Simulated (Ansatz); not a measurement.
The system is WC.

```
W C
1.0
     1.64035   -2.11804    0.00000
     1.64035    2.11804    0.00000
     0.00000    0.00000    4.30942
W C
1 1
Direct
  0.50000 0.50000 0.50000
  0.00000 0.00000 0.00000
```

The cell was built by a generator and needn't be a form met in nature.

- Program: Ansatz 0.2.0
- Task: relaxation of cell and atoms
- Functional: PBEsol
- Potentials or basis: Ansatz PAW
- Cutoff: 420 eV (not typed: the program's choice for these potentials)
- k mesh: 10 × 10 × 6
- Occupations: fermi-dirac, width 0.05 eV
- Spin: no spin polarisation

At the start: volume 14.97 Å³/atom.

How do energy, volume and symmetry change on relaxing?

It ends after 17 steps and the volume is 11.32 Å³/atom (-24.4 %); space group Cmmm (No. 65, to 0.05 Å).

The path:
```csv
step,energy change (eV),largest force (eV/Å),volume (Å³)
1,0.0000,0.0000,29.94
2,-0.8365,0.0000,27.43
3,-1.6439,0.0000,25.49
4,-2.4092,0.0000,23.97
5,-3.1113,0.0000,22.65
6,-3.6605,0.0000,21.50
7,-4.0259,0.0000,21.88
8,-4.1879,0.0000,21.83
9,-4.2224,0.0000,22.45
10,-4.2237,0.0000,22.46
11,-4.2237,0.0000,22.49
12,-4.2237,0.0000,22.48
13,-4.2368,0.0000,22.48
14,-4.2378,0.0000,22.60
15,-4.2379,0.0000,22.65
16,-4.2379,0.0000,22.64
17,-4.2381,0.0000,22.64
```

Final structure:
```xyz
2
Lattice="1.4696 -2.5676 0.0000 1.4696 2.5676 0.0000 0.0000 0.0000 3.0006" Properties=species:S:1:pos:R:3 pbc="T T T"
W     1.4696    0.0000    1.5003
C     0.0000    0.0000    0.0000
```

Caveat: the volume moved by over 15 % at a fixed basis, so the end points are rough; the plane-wave basis is chosen anew once the cell has moved, so the energies of steps on either side of that aren't comparable; the PAW data sets come from PBE, with cores solved anew for the run's functional, which leaves a small shift of forces and pressure.
